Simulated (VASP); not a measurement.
# Vibrations of ZnSe (Stilleite) at several levels of theory

How much do the zone-centre frequencies of ZnSe (Stilleite) depend on the functional? The starting structure is a measured crystal structure from the Crystallography Open Database.

Method: Kohn-Sham DFT with plane waves and PAW; LDA, PBEsol, PBE, PBEsol + D3(BJ), r2SCAN, r2SCAN + rVV10 and HSE06, in VASP 6.6.1.

## (1) The starting structure

It takes space group F-43m (No. 216, cubic). Conventional cell: a = 5.668 Å, b = 5.668 Å, c = 5.668 Å, α = 90.00°, β = 90.00°, γ = 90.00°. Nearest to Se lie 4 Zn at 2.45 Å. Nearest to Zn lie 4 Se at 2.45 Å. Farther neighbours and most contacts between anions are not listed.

Coordinates:

```cif
data_structure
_symmetry_space_group_name_H-M 'F-43m'
_symmetry_Int_Tables_number 216
_cell_length_a 5.6676
_cell_length_b 5.6676
_cell_length_c 5.6676
_cell_angle_alpha 90.000
_cell_angle_beta 90.000
_cell_angle_gamma 90.000
_cell_volume 182.05
loop_
_atom_site_label
_atom_site_type_symbol
_atom_site_symmetry_multiplicity
_atom_site_Wyckoff_symbol
_atom_site_fract_x
_atom_site_fract_y
_atom_site_fract_z
_atom_site_occupancy
Se1 Se 4 c 0.25000 0.25000 0.25000 1
Zn1 Zn 4 a 0.00000 0.00000 0.00000 1
```

## (2) Modes with LDA

LDA, the lowest rung, knows the local density alone. The cell comes from a relaxation at this level, not shown (43.30 Å³).

The input, INCAR:

```
SYSTEM = ZnSe
PREC = Accurate
ENCUT = 450
EDIFF = 1E-08
NELM = 100
ISMEAR = 0
SIGMA = 0.03
LREAL = .FALSE.
ALGO = Normal
GGA = CA
NBANDS = 15
LORBIT = 11
LWAVE = .FALSE.
LCHARG = .FALSE.
KPAR = 4
IBRION = 8
LEPSILON = .TRUE.
LPEAD = .TRUE.
ISIF = 2
```

The input, POSCAR:

```
ZnSe
1.0
    0.0000000000      2.7871508725      2.7871508725
    2.7871508725      0.0000000000      2.7871508725
    2.7871508725      2.7871508725      0.0000000000
Se Zn
1 1
Direct
    0.7500000000      0.7500000000      0.7500000000
    0.0000000000      0.0000000000      0.0000000000
```

The input, KPOINTS:

```
Automatic mesh
0
Gamma
10 10 10
0 0 0
```

Potentials, in the order of the species: Se and Zn (LDA family, release 64).

The run is started by

```bash
mpirun -np 4 vasp_std
```

Output:

```text
[banner, memory and clock lines left out]
running    4 mpi-ranks, on    1 nodes
 distrk:  each k-point on    1 cores,    4 groups
 distr:  one band on    1 cores,    1 groups

 POSCAR found type information on POSCAR SeZn
 POSCAR found :  2 types and       2 ions
 LDA part: xc-table for (Slater(with rela. corr.)+CA(PZ))
 , standard interpolation
 POSCAR, INCAR and KPOINTS ok, starting setup
 FFT: planning ... GRIDC
 FFT: planning ... GRID_SOFT
 FFT: planning ... GRID
 WAVECAR not read
 entering main loop
       N       E                     dE             d eps       ncg     rms          rms(c)
DAV:   1     0.814905449658E+02    0.81491E+02   -0.82404E+03  1410   0.125E+03
DAV:   2    -0.257341579577E+01   -0.84064E+02   -0.79968E+02  1571   0.247E+02
DAV:   3    -0.764096441506E+01   -0.50675E+01   -0.50442E+01  1718   0.616E+01
DAV:   4    -0.768353926669E+01   -0.42575E-01   -0.42570E-01  1662   0.606E+00
DAV:   5    -0.768375509528E+01   -0.21583E-03   -0.21583E-03  1837   0.393E-01    0.525E+00
DAV:   6    -0.740356305122E+01    0.28019E+00   -0.59389E-01  2021   0.272E+01    0.397E+00
DAV:   7    -0.737736612609E+01    0.26197E-01   -0.16327E-01  1641   0.411E+00    0.164E+00
DAV:   8    -0.737294147663E+01    0.44246E-02   -0.35913E-03  2121   0.843E-01    0.425E-01
DAV:   9    -0.737238264820E+01    0.55883E-03   -0.95968E-04  1648   0.260E-01    0.589E-02
DAV:  10    -0.737240010269E+01   -0.17454E-04   -0.11765E-04  1800   0.117E-01    0.182E-02
DAV:  11    -0.737239311528E+01    0.69874E-05   -0.15432E-05  2108   0.647E-02    0.448E-03
DAV:  12    -0.737239316413E+01   -0.48846E-07   -0.25154E-06  1690   0.117E-02    0.118E-03
DAV:  13    -0.737239318732E+01   -0.23192E-07   -0.86124E-08  1627   0.253E-03    0.500E-04
DAV:  14    -0.737239318799E+01   -0.66757E-09   -0.68186E-10  1027   0.420E-04
   1 F= -.73723932E+01 E0= -.73723932E+01  d E =-.286568E-17
 Linear response reoptimize wavefunctions to high precision
DAV:   1    -0.737239318718E+01    0.81081E-09   -0.14421E-09  1300   0.721E-04
DAV:   2    -0.737239318724E+01   -0.57753E-10   -0.45799E-10   880   0.154E-04
 Linear response to external field (no local field effect), progress :
  Direction:   1
       N       E                     dE             d eps       ncg     rms          rms(c)
RMM:   1    -0.895588622579E+00   -0.89559E+00   -0.36782E+00  1146   0.381E+00
RMM:   2    -0.956762216863E+00   -0.61174E-01   -0.15137E-02  1263   0.720E-01
RMM:   3    -0.957054040695E+00   -0.29182E-03   -0.57707E-04  1258   0.117E-01
RMM:   4    -0.957055278427E+00   -0.12377E-05   -0.43787E-05  1275   0.244E-02
RMM:   5    -0.957055149304E+00    0.12912E-06   -0.36706E-06  1273   0.683E-03
RMM:   6    -0.957055112502E+00    0.36802E-07   -0.41157E-07   867   0.185E-03
RMM:   7    -0.957055102004E+00    0.10499E-07   -0.42873E-08   360   0.602E-04
RMM:   8    -0.957055101451E+00    0.55260E-09   -0.58067E-09   282   0.201E-04
 change of polarisation eV/A/(eV/A) component  1 :     1.914     0.936     0.230
 dielectric tensor                  component  1 :     8.999     3.913     0.962
 Linear response to external field (no local field effect), progress :
  Direction:   2
       N       E                     dE             d eps       ncg     rms          rms(c)
RMM:   1    -0.963137138283E+00   -0.96314E+00   -0.40102E+00  1153   0.382E+00
RMM:   2    -0.102705121223E+01   -0.63914E-01   -0.16035E-02  1265   0.727E-01
RMM:   3    -0.102729430130E+01   -0.24309E-03   -0.56892E-04  1254   0.123E-01
RMM:   4    -0.102729366598E+01    0.63532E-06   -0.47727E-05  1275   0.265E-02
RMM:   5    -0.102729353945E+01    0.12653E-06   -0.44695E-06  1273   0.781E-03
RMM:   6    -0.102729349084E+01    0.48605E-07   -0.51083E-07   835   0.212E-03
RMM:   7    -0.102729348003E+01    0.10818E-07   -0.56503E-08   367   0.707E-04
RMM:   8    -0.102729347974E+01    0.28431E-09   -0.13757E-08   289   0.229E-04
 change of polarisation eV/A/(eV/A) component  2 :     0.936     2.055    -0.332
 dielectric tensor                  component  2 :     3.913     9.586    -1.386
 Linear response to external field (no local field effect), progress :
  Direction:   3
       N       E                     dE             d eps       ncg     rms          rms(c)
RMM:   1    -0.448784134340E+00   -0.44878E+00   -0.16235E+00  1132   0.326E+00
RMM:   2    -0.493284221335E+00   -0.44500E-01   -0.11641E-02  1268   0.617E-01
RMM:   3    -0.493440663478E+00   -0.15644E-03   -0.23905E-04  1260   0.846E-02
RMM:   4    -0.493441993318E+00   -0.13298E-05   -0.16845E-05  1277   0.157E-02
RMM:   5    -0.493442015425E+00   -0.22107E-07   -0.10023E-06  1241   0.387E-03
RMM:   6    -0.493442017285E+00   -0.18605E-08   -0.81107E-08   821   0.105E-03
 change of polarisation eV/A/(eV/A) component  3 :     0.231    -0.332     0.987
 dielectric tensor                  component  3 :     0.965    -1.386     5.124
 Linear response to external field, progress :
  Direction:   1
       N       E                     dE             d eps       ncg     rms          rms(c)
RMM:   1    -0.769471183923E+00   -0.76947E+00   -0.31071E+00  4119   0.362E+00
RMM:   2    -0.825625036873E+00   -0.56154E-01   -0.14213E-02  4598   0.690E-01    0.138E+00
RMM:   3    -0.786323247246E+00    0.39302E-01   -0.27103E-02  8995   0.855E-01    0.736E-01
RMM:   4    -0.798974771873E+00   -0.12652E-01   -0.25838E-02 10781   0.853E-01    0.141E-01
RMM:   5    -0.807016333395E+00   -0.80416E-02   -0.66848E-04  8725   0.160E-01    0.283E-02
RMM:   6    -0.807490044803E+00   -0.47371E-03   -0.52907E-05  9203   0.388E-02    0.141E-02
RMM:   7    -0.807790995881E+00   -0.30095E-03   -0.42377E-06  9153   0.110E-02    0.105E-03
RMM:   8    -0.807809283350E+00   -0.18287E-04   -0.19116E-06  9218   0.211E-03    0.777E-04
RMM:   9    -0.807808199134E+00    0.10842E-05    0.20247E-07  9128   0.792E-04    0.741E-05
RMM:  10    -0.807808876553E+00   -0.67742E-06   -0.11731E-06  8177   0.246E-04    0.500E-05
RMM:  11    -0.807809019020E+00   -0.14247E-06   -0.23041E-08  6966   0.125E-04    0.720E-06
 change of polarisation eV/A/(eV/A) component  1 :     1.527     0.366     0.205
 dielectric tensor                  component  1 :     7.382     1.531     0.855
 Linear response to external field, progress :
  Direction:   2
       N       E                     dE             d eps       ncg     rms          rms(c)
RMM:   1    -0.769436872365E+00   -0.76944E+00   -0.31068E+00  4119   0.362E+00
RMM:   2    -0.825632154922E+00   -0.56195E-01   -0.14208E-02  4598   0.690E-01    0.138E+00
RMM:   3    -0.786323717433E+00    0.39308E-01   -0.27015E-02  8966   0.855E-01    0.736E-01
RMM:   4    -0.798973095338E+00   -0.12649E-01   -0.25746E-02 10772   0.853E-01    0.141E-01
RMM:   5    -0.807014164523E+00   -0.80411E-02   -0.64090E-04  8722   0.160E-01    0.283E-02
RMM:   6    -0.807488972992E+00   -0.47481E-03   -0.40288E-05  9197   0.390E-02    0.142E-02
RMM:   7    -0.807792048401E+00   -0.30308E-03   -0.77686E-07  9136   0.111E-02    0.104E-03
RMM:   8    -0.807809180425E+00   -0.17132E-04    0.41357E-07  9221   0.211E-03    0.779E-04
RMM:   9    -0.807809421372E+00   -0.24095E-06   -0.34655E-07  9128   0.794E-04    0.748E-05
RMM:  10    -0.807809785533E+00   -0.36416E-06    0.25065E-07  8189   0.246E-04    0.485E-05
RMM:  11    -0.807809851805E+00   -0.66272E-07   -0.85449E-08  6934   0.125E-04    0.754E-06
 change of polarisation eV/A/(eV/A) component  2 :     0.333     1.527     0.172
 dielectric tensor                  component  2 :     1.394     7.382     0.720
 Linear response to external field, progress :
  Direction:   3
       N       E                     dE             d eps       ncg     rms          rms(c)
RMM:   1    -0.769412627519E+00   -0.76941E+00   -0.31065E+00  4119   0.362E+00
RMM:   2    -0.825607220785E+00   -0.56195E-01   -0.14032E-02  4596   0.690E-01    0.138E+00
RMM:   3    -0.786322225373E+00    0.39285E-01   -0.27143E-02  8966   0.855E-01    0.736E-01
RMM:   4    -0.798967265504E+00   -0.12645E-01   -0.25782E-02 10770   0.853E-01    0.141E-01
RMM:   5    -0.807014906036E+00   -0.80476E-02   -0.64430E-04  8723   0.160E-01    0.283E-02
RMM:   6    -0.807489210279E+00   -0.47430E-03   -0.42508E-05  9194   0.387E-02    0.141E-02
RMM:   7    -0.807793134257E+00   -0.30392E-03   -0.98297E-07  9145   0.110E-02    0.104E-03
RMM:   8    -0.807809606260E+00   -0.16472E-04   -0.24947E-07  9231   0.210E-03    0.776E-04
RMM:   9    -0.807808678736E+00    0.92752E-06   -0.16858E-07  9128   0.790E-04    0.743E-05
RMM:  10    -0.807809829910E+00   -0.11512E-05   -0.27130E-07  8185   0.245E-04    0.490E-05
RMM:  11    -0.807809314715E+00    0.51519E-06   -0.72088E-08  6930   0.124E-04    0.729E-06
 change of polarisation eV/A/(eV/A) component  3 :     0.270     0.301     1.527
 dielectric tensor                  component  3 :     1.128     1.258     7.382
 Linear response DOF=           2
 Linear response progress:
  Degree of freedom:   1/  2
       N       E                     dE             d eps       ncg     rms          rms(c)
RMM:   1    -0.824772744569E-01   -0.82477E-01    0.10520E-01 12304   0.176E+00
RMM:   2    -0.819006341539E-01    0.57664E-03   -0.32414E-03  8129   0.501E-01    0.121E-01
RMM:   3    -0.820676543198E-01   -0.16702E-03   -0.17434E-04  9001   0.103E-01    0.663E-02
RMM:   4    -0.823558942633E-01   -0.28824E-03   -0.51093E-05  9126   0.451E-02    0.818E-03
RMM:   5    -0.823608834768E-01   -0.49892E-05   -0.34413E-06  9190   0.874E-03    0.391E-03
RMM:   6    -0.823519797660E-01    0.89037E-05   -0.48939E-07  9127   0.228E-03    0.167E-03
RMM:   7    -0.823478171593E-01    0.41626E-05    0.67567E-09  9169   0.888E-04    0.316E-04
RMM:   8    -0.823498044335E-01   -0.19873E-05   -0.11282E-08  9402   0.316E-04    0.435E-05
RMM:   9    -0.823499787881E-01   -0.17435E-06   -0.81877E-09  9568   0.128E-04    0.123E-05
RMM:  10    -0.823498523966E-01    0.12639E-06   -0.53903E-10  9644   0.648E-05    0.409E-06
RMM:  11    -0.823498742194E-01   -0.21823E-07   -0.29615E-09  8646   0.517E-05    0.200E-06
RMM:  12    -0.823498694168E-01    0.48026E-08   -0.31129E-09  5777   0.475E-05    0.232E-07
 first order change of Fermi-energy   0.31772E-03
 force on displaced ion       1 direction 1 :  -6.291   0.000   0.000
 Born effective charge ion    1 direction 1 :  -1.973   0.000   0.000
 Linear response progress:
  Degree of freedom:   2/  2
       N       E                     dE             d eps       ncg     rms          rms(c)
RMM:   1    -0.212880802942E+00   -0.21288E+00   -0.88986E-03  7183   0.206E+00
RMM:   2    -0.211072356938E+00    0.18084E-02   -0.24989E-03  8178   0.383E-01    0.893E-02
RMM:   3    -0.210835428041E+00    0.23693E-03   -0.41176E-05  9206   0.473E-02    0.536E-02
RMM:   4    -0.210544961631E+00    0.29047E-03   -0.18217E-05  9553   0.284E-02    0.275E-03
RMM:   5    -0.210563045698E+00   -0.18084E-04   -0.11193E-06  9810   0.550E-03    0.712E-04
RMM:   6    -0.210560860484E+00    0.21852E-05    0.17853E-07  9976   0.107E-03    0.330E-04
RMM:   7    -0.210560571303E+00    0.28918E-06    0.29337E-08  9797   0.376E-04    0.363E-05
RMM:   8    -0.210560250729E+00    0.32057E-06    0.61171E-08  9843   0.172E-04    0.113E-05
RMM:   9    -0.210560259743E+00   -0.90141E-08    0.32685E-10 10125   0.108E-04    0.440E-06
 first order change of Fermi-energy  -0.47113E-04
 force on displaced ion       2 direction 1 :  -6.247   0.000   0.000
 Born effective charge ion    2 direction 1 :   1.971   0.000   0.000
 Born effective charges drift removed
 Linear response finished
```

Elapsed: 68 s, on 4 MPI ranks of Intel Xeon 6975P-C (Granite Rapids), shared host; peak memory 1.6 GiB.

Lines that name or quote the potential files are left out of all logs, and their timing lines are given in words.

Parts of OUTCAR (step 2):

```text
ion  position               nearest neighbor table
   1  0.750  0.750  0.750-   2 2.41   2 2.41   2 2.41   2 2.41
   2  0.000  0.000  0.000-   1 2.41   1 2.41   1 2.41   1 2.41

  LATTYP: Found a face centered cubic cell.
 ALAT       =     5.5743017450

 Subroutine GETGRP returns: Found 24 space group operations
 (whereof 24 operations were pure point group operations)

The static configuration has the point symmetry T_d .

 Found     47 irreducible k-points:

   k-points           NKPTS =     47   k-points in BZ     NKDIM =     47   number of bands    NBANDS=     15

   dimension x,y,z NGX =    28 NGY =   28 NGZ =   28
   dimension x,y,z NGXF=    56 NGYF=   56 NGZF=   56

   ENCUT  =  450.0 eV  33.07 Ry    5.75 a.u.   6.82  6.82  6.82*2*pi/ulx,y,z

   NELECT =      18.0000    total number of electrons

 k-points in reciprocal lattice and weights: Automatic mesh
   0.00000000  0.00000000  0.00000000       0.001
   0.10000000  0.00000000  0.00000000       0.008
   0.20000000  0.00000000  0.00000000       0.008
   0.30000000  0.00000000  0.00000000       0.008
   0.40000000  0.00000000  0.00000000       0.008
   0.50000000  0.00000000  0.00000000       0.004
   0.10000000  0.10000000  0.00000000       0.006
   0.20000000  0.10000000  0.00000000       0.024
   0.30000000  0.10000000  0.00000000       0.024
[...]
-0.30000000  0.40000000  0.20000000       0.024
  -0.30000000  0.50000000  0.20000000       0.012

 average (electrostatic) potential at core
       1 -61.8339       2 -37.8816

  Total        0.0051090      0.0051090      0.0051090     -0.0000000     -0.0000000      0.0000000
  in kB        0.1890320      0.1890320      0.1890320     -0.0000000     -0.0000000      0.0000000
  external PRESSURE =       0.1890320 kB  Pullay stress =       0.0000000 kB

  energy-cutoff  :      450.00
  volume of cell :       43.30
      direct lattice vectors                 reciprocal lattice vectors
     0.000000000  2.787150872  2.787150872    -0.179394666  0.179394666  0.179394666
     2.787150872  0.000000000  2.787150872     0.179394666 -0.179394666  0.179394666
     2.787150872  2.787150872  0.000000000     0.179394666  0.179394666 -0.179394666

 POSITION                                       TOTAL-FORCE (eV/Angst)
 -----------------------------------------------------------------------------------
      4.18073      4.18073      4.18073        -0.000000     -0.000000      0.000000
      0.00000      0.00000      0.00000         0.000000      0.000000     -0.000000
 -----------------------------------------------------------------------------------
    total drift:                               -0.000001     -0.000001     -0.000001

 MACROSCOPIC STATIC DIELECTRIC TENSOR (including local field effects in DFT)
 ------------------------------------------------------
           7.381855    -0.000000    -0.000000
          -0.000000     7.381855     0.000000
          -0.000000    -0.000000     7.381855
 ------------------------------------------------------

 PIEZOELECTRIC TENSOR (including local field effects)  for field in x, y, z        (C/m^2)
          XX          YY          ZZ          XY          YZ          ZX
  --------------------------------------------------------------------------------
  x    -0.00000    -0.00000     0.00000     0.00000     0.68474     0.00000
  y     0.00000     0.00000    -0.00000     0.00000     0.00000     0.68474
  z     0.00000     0.00000     0.00000     0.68474     0.00000     0.00000

 BORN EFFECTIVE CHARGES (including local field effects) (in |e|, cummulative output)
 ---------------------------------------------------------------------------------
 ion    1
    1    -1.97264     0.00000     0.00000
    2     0.00000    -1.97264     0.00000
    3     0.00000     0.00000    -1.97264
 ion    2
    1     1.97264     0.00000     0.00000
    2    -0.00000     1.97264    -0.00000
    3     0.00000     0.00000     1.97264

 Eigenvectors and eigenvalues of the dynamical matrix
 ----------------------------------------------------

   1 f  =    6.543861 THz    41.116293 2PiTHz  218.279714 cm-1    27.063223 meV
             X         Y         Z           dx          dy          dz
      4.180726  4.180726  4.180726     0.000000    0.674346    0.000000
      0.000000  0.000000  0.000000     0.000000   -0.738415    0.000000

   2 f  =    6.543861 THz    41.116293 2PiTHz  218.279714 cm-1    27.063223 meV
             X         Y         Z           dx          dy          dz
      4.180726  4.180726  4.180726    -0.674346    0.000000    0.000000
      0.000000  0.000000  0.000000     0.738415    0.000000    0.000000

   3 f  =    6.543861 THz    41.116293 2PiTHz  218.279714 cm-1    27.063223 meV
             X         Y         Z           dx          dy          dz
      4.180726  4.180726  4.180726     0.000000    0.000000   -0.674346
      0.000000  0.000000  0.000000     0.000000    0.000000    0.738415

   4 f/i=    0.011479 THz     0.072125 2PiTHz    0.382899 cm-1     0.047473 meV
             X         Y         Z           dx          dy          dz
      4.180726  4.180726  4.180726     0.738415    0.000000    0.000000
      0.000000  0.000000  0.000000     0.674346    0.000000    0.000000

   5 f/i=    0.011479 THz     0.072125 2PiTHz    0.382899 cm-1     0.047473 meV
             X         Y         Z           dx          dy          dz
      4.180726  4.180726  4.180726     0.000000   -0.738415    0.000000
      0.000000  0.000000  0.000000     0.000000   -0.674346    0.000000

   6 f/i=    0.011479 THz     0.072125 2PiTHz    0.382899 cm-1     0.047473 meV
             X         Y         Z           dx          dy          dz
      4.180726  4.180726  4.180726     0.000000    0.000000    0.738415
      0.000000  0.000000  0.000000     0.000000    0.000000    0.674346

 MACROSCOPIC STATIC DIELECTRIC TENSOR IONIC CONTRIBUTION
 ------------------------------------------------------
           2.593804    -0.000000     0.000000
          -0.000000     2.593804    -0.000000
           0.000000    -0.000000     2.593804
 ------------------------------------------------------

 ELASTIC MODULI CONTR FROM IONIC RELAXATION (kBar)
 Direction    XX          YY          ZZ          XY          YZ          ZX
 --------------------------------------------------------------------------------
 XX          -0.0000     -0.0000      0.0000     -0.0000      0.0000      0.0000
 YY          -0.0000     -0.0000     -0.0000     -0.0000     -0.0000     -0.0000
 ZZ           0.0000     -0.0000     -0.0000      0.0000     -0.0000      0.0000
 XY          -0.0000     -0.0000      0.0000   -223.0388      0.0000      0.0000
 YZ           0.0000     -0.0000     -0.0000      0.0000   -223.0388      0.0000
 ZX           0.0000     -0.0000      0.0000      0.0000      0.0000   -223.0388
 --------------------------------------------------------------------------------

 PIEZOELECTRIC TENSOR IONIC CONTR  for field in x, y, z        (C/m^2)
          XX          YY          ZZ          XY          YZ          ZX
  --------------------------------------------------------------------------------
  x     0.00000    -0.00000    -0.00000     0.00000    -0.71570     0.00000
  y     0.00000    -0.00000     0.00000     0.00000     0.00000    -0.71570
  z    -0.00000    -0.00000     0.00000    -0.71570     0.00000     0.00000
```

Energies printed during the response cycles are not total energies of the cell.

LDA: the zone-centre mode is T2 218.3 cm⁻¹.

[end of part 1 of 3]

[Lines on the potential files, build, host, timing and source positions are cut from VASP's logs without a mark.]

[Logs are printed without paths, hosts, clocks, repeated set-up lines and the standing remarks that a program may print on its own settings, such as how far it seeks lower states.]

[Hosts, paths, dates, database ids (printed as entryN), source tags and the programs' standing remarks are cut or masked in the printed files.]
